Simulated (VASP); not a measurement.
# H₂Te, ionisation energy of a molecule: which settings are enough?

H₂Te, molecule in box, 3 atoms in the cell. PBE; PAW potentials Te, H (PBE set). VASP 6.6.1.

Wanted: vertical ionisation energy within 0.03 eV.

Starting geometry: molecule relaxed first with the same functional.

POSCAR of the starting run:
```
TeH2
1.0
   11.9300000000      0.0000000000      0.0000000000
    0.0000000000     11.9300000000      0.0000000000
    0.0000000000      0.0000000000     11.9300000000
Te H
1 2
Direct
    0.5603570656      0.4433297710      0.5337525553
    0.5317784321      0.5808692760      0.5338969821
    0.4396429344      0.4191307240      0.4661030179
```

The series start from vacuum between images (Å): 10; correction: IDIPOL 4 with LDIPOL; Cutoff ENCUT (eV): 320; PREC: Accurate; NCORE: 1. Each series keeps the choices made before it, and each single choice may use up half of a tolerance. Times cover all steps of a run.

## Vacuum between images (Å)

| Vacuum between images (Å) | Vertical ionisation energy (eV) | Time (s) |
|---|---|---|
| 6 | 8.945 | 18 |
| 8 | 8.966 | 32 |
| 10 | 8.967 | 50 |
| 16 (reference) | 8.967 | 170 |

## Correction

| Correction | Vertical ionisation energy (eV) | Time (s) |
|---|---|---|
| IDIPOL 4 with LDIPOL | 8.966 | 32 |
| IDIPOL 4 alone | 8.966 | 27 |
| LMONO | 8.695 | 28 |
| kernel truncation, coarsened | 8.965 | 34 |

## Cutoff ENCUT (eV)

| Cutoff ENCUT (eV) | Vertical ionisation energy (eV) | Time (s) |
|---|---|---|
| 250 | 8.962 | 22 |
| 290 | 8.965 | 24 |
| 320 | 8.966 | 32 |
| 450 (reference) | 8.967 | 43 |

## PREC

| PREC | Vertical ionisation energy (eV) | Time (s) |
|---|---|---|
| Accurate | 8.962 | 22 |
| Normal | 8.962 | 14 |

## NCORE

| NCORE | Vertical ionisation energy (eV) | Time (s) |
|---|---|---|
| 1 | 8.962 | 14 |
| 2 | 8.962 | 13 |
| 4 | 8.962 | 13 |

## Question

The rows run from the loosest to the tightest (no order: correction, PREC, NCORE). For each series: choose the loosest value from which every tighter one stays within half of the tolerance; where there is no order, keep the first row unless others stay within half of the tolerance and take at least 30 % less time, and then take the fastest.

## Answer

- vacuum between images (Å): 8
- correction: IDIPOL 4 with LDIPOL
- Cutoff ENCUT (eV): 250
- PREC: Normal
- NCORE: 1

## All choices together

| Input | Vertical ionisation energy (eV) | Time (s) |
|---|---|---|
| no correction for the charge (naive) | 7.099 | 46 |
| chosen settings | 8.962 | 14 |
| reference settings throughout | 8.968 | 255 |

The tolerance is met.

## The input

INCAR.step1:
```
PREC = Normal
ENCUT = 250
EDIFF = 1E-6
ISMEAR = 0
SIGMA = 0.01
LREAL = F
LASPH = T
ALGO = All
NELM = 120
LWAVE = F
LCHARG = F
GGA = PE
ISYM = 0
ISEARCH = 1
IDIPOL = 4
DIPOL = 0.5 0.5 0.5
LDIPOL = T
```

INCAR.step2, as INCAR.step1 but for:
```
- NELM = 120
+ NELM = 200
+ ISPIN = 2
+ MAGMOM = 0.33 0.33 0.33
+ NUPDOWN = 1
+ NELECT = 7.0
```

KPOINTS:
```
Automatic mesh
0
Gamma
  1 1 1
  0 0 0
```

POSCAR:
```
TeH2
1.0
    9.9300000000      0.0000000000      0.0000000000
    0.0000000000      9.9300000000      0.0000000000
    0.0000000000      0.0000000000      9.9300000000
Te H
1 2
Direct
    0.5725135743      0.4319158276      0.5405506531
    0.5381789220      0.5971571463      0.5407241688
    0.4274864257      0.4028428537      0.4592758312
```

Commands (each step's output is kept before the next begins):
```
cat potpaw_PBE.64/Te/POTCAR potpaw_PBE.64/H/POTCAR > POTCAR
cp INCAR.step1 INCAR
mpirun -np 4 vasp_gam > vasp.out
rm WAVECAR CHG
cp INCAR.step2 INCAR
mpirun -np 4 vasp_gam > vasp.out
```

The chosen input took VASP 6.6.1 14 s on 4 cores (AMD EPYC 7R13 (Zen 3)), a shared host.

## An input that fails: box far too small (2 A between images)

It runs to its end, but against the unchanged starting input it is off by 2.635 eV in the vertical ionisation energy.

Vacuum between images (Å): 10 becomes 2.

Changes against the starting input:
```
(POSCAR)
-   11.9300000000      0.0000000000      0.0000000000
-    0.0000000000     11.9300000000      0.0000000000
-    0.0000000000      0.0000000000     11.9300000000
+    3.9300000000      0.0000000000      0.0000000000
+    0.0000000000      3.9300000000      0.0000000000
+    0.0000000000      0.0000000000      3.9300000000
-    0.5603570656      0.4433297710      0.5337525553
-    0.5317784321      0.5808692760      0.5338969821
-    0.4396429344      0.4191307240      0.4661030179
+    0.6832213213      0.3279705262      0.6024600471
+    0.5964673525      0.7454886673      0.6028984724
+    0.3167786787      0.2545113327      0.3971015276
```
